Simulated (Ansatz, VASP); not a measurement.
# Two plane-wave programs on Rb

INCAR

```
SYSTEM = Rb
PREC = Accurate
ENCUT = 520
EDIFF = 1E-6
ISMEAR = 0
SIGMA = 0.1
LREAL = .FALSE.
LASPH = .TRUE.
NELM = 80
ALGO = Fast
ISIF = 2
LWAVE = .FALSE.
LCHARG = .TRUE.
LELF = .TRUE.
LVHAR = .TRUE.
NBANDS = 10
```

KPOINTS

```
regular mesh
0
G
  4 4 4
  0 0 0
```

Contents of POSCAR:

```
Rb
1.0
    0.0000000000      3.6398846700      3.6398846700
    3.6398846700      0.0000000000      3.6398846700
    3.6398846700      3.6398846700      0.0000000000
Rb
1
Direct
    0.0000000000      0.0000000000      0.0000000000
```

Input for Ansatz:

```yaml
crystal:
  lattice:
    - [0.0, 3.63988467, 3.63988467]
    - [3.63988467, 0.0, 3.63988467]
    - [3.63988467, 3.63988467, 0.0]
  atoms:
    - { symbol: Rb, position: [0.0, 0.0, 0.0] }
basis:
  ecutwfc: 420
kpoints:
  mp_grid: { grid: [4, 4, 4] }
hamiltonian:
  xc: lda
scf:
  occupations: { method: gaussian, width: 0.1 }
output:
  forces: true
  stress: true
  eigenvalues: true
```

This isn't the form of Rb at room conditions, which is bcc.

Alike in both runs: task single point; functional LDA; k mesh 4 × 4 × 4; occupations gaussian, width 0.1 eV; no spin polarisation.

|  | VASP | Ansatz |
| --- | --- | --- |
| version | VASP 6.6.1 | Ansatz 0.2.0 |
| potentials or method | VASP PAW LDA potentials, release 64 (Rb_sv) | scalar-relativistic, plane waves, PAW |
| plane-wave cutoff (eV) | 520 | 420 |
| valence electrons in the cell | 9 | 9 |

|  | VASP | Ansatz | Ansatz less VASP |
| --- | --- | --- | --- |
| gap on the k mesh at the Fermi level (eV) | none | none | - |
| pressure (GPa) | -0.5 | -0.5 | 0.00 |

A gap of «none» marks a metal or a gap that the smearing closes.

Caveats: the k mesh is coarse (spacing up to 0.37 Å⁻¹), so the values aren't converged.
